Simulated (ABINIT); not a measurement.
Input of an ABINIT 10.8.3 (patched build) run:

The input run.abi:

```
ndtset 2

pp_dirpath "./"
pseudos "As.LDA_PW-JTH.xml, B.LDA_PW-JTH.xml"

acell 3.3778490937 3.3778490937 3.3778490937 Angstrom
rprim
     0.0000000000     0.7071067812     0.7071067812
     0.7071067812     0.0000000000     0.7071067812
     0.7071067812     0.7071067812     0.0000000000
ntypat 2
znucl 33 5
natom 2
typat 1 2
xred
     0.7500000000     0.7500000000     0.7500000000
     0.0000000000     0.0000000000     0.0000000000

ecut 18.0
pawecutdg 36.0

ixc -497498
usekden 1
pawxcdev 0

occopt 3
tsmear 0.05 eV

nstep 100

iomode 3
prtwf 0
prteig 0
prtebands 0
enunit 1
prtden1 1
prtkden1 1

kptopt1 1
ngkpt1 10 10 10
nshiftk1 1
shiftk1 0.0 0.0 0.0
nband1 13
tolvrs1 1.0e-7

iscf2 -2
getden2 1
getkden2 1
nband2 17
nbdbuf2 2
tolwfr2 1.0e-12
kptopt2 -9
ndivsm2 6
prteig2 1
prtvol2 -3
kptbounds2
     0.0000000000     0.0000000000     0.0000000000
     0.5000000000     0.0000000000     0.5000000000
     0.5000000000     0.2500000000     0.7500000000
     0.3750000000     0.3750000000     0.7500000000
     0.0000000000     0.0000000000     0.0000000000
     0.5000000000     0.5000000000     0.5000000000
     0.6250000000     0.2500000000     0.6250000000
     0.5000000000     0.2500000000     0.7500000000
     0.5000000000     0.5000000000     0.5000000000
     0.3750000000     0.3750000000     0.7500000000
```

Potentials or basis: JTH PAW LDA v2.0.

The run is started by

```console
$ abinit run.abi > log 2>&1
```

Task: What does it give for the pressure?

Result: 0.4 GPa.

Task: What does it give for the band gap on the k mesh?

Result: 1.36 eV, indirect (least direct gap 3.42 eV).

Task: Estimate the band gap along the path.

Result: 1.36 eV, indirect (least direct gap 3.42 eV).

Levels at the corners of the path, in eV from the valence-band top:
```
point  band 7  band 8  band 9  band 10  band 11  band 12
    Γ    0.00    0.00    0.00     3.42     3.42     3.42
    X   -9.07   -4.31   -4.31     1.60     1.68    12.16
    W   -8.61   -5.74   -5.43     5.69     6.42     7.20
    K   -8.67   -6.21   -3.69     2.27     5.96     9.79
    Γ    0.00    0.00    0.00     3.42     3.42     3.42
    L   -9.24   -1.94   -1.94     2.93     5.05     5.05
    U   -8.67   -6.21   -3.69     2.27     5.96     9.79
    W   -8.61   -5.74   -5.43     5.69     6.42     7.20
    L   -9.24   -1.94   -1.94     2.93     5.05     5.05
    K   -8.67   -6.21   -3.69     2.27     5.96     9.79
```

Caveat: the PAW data sets were made with another functional, which shifts forces and pressure a little. r2SCAN opens gaps a little over a GGA but as a rule still falls short of measured ones.
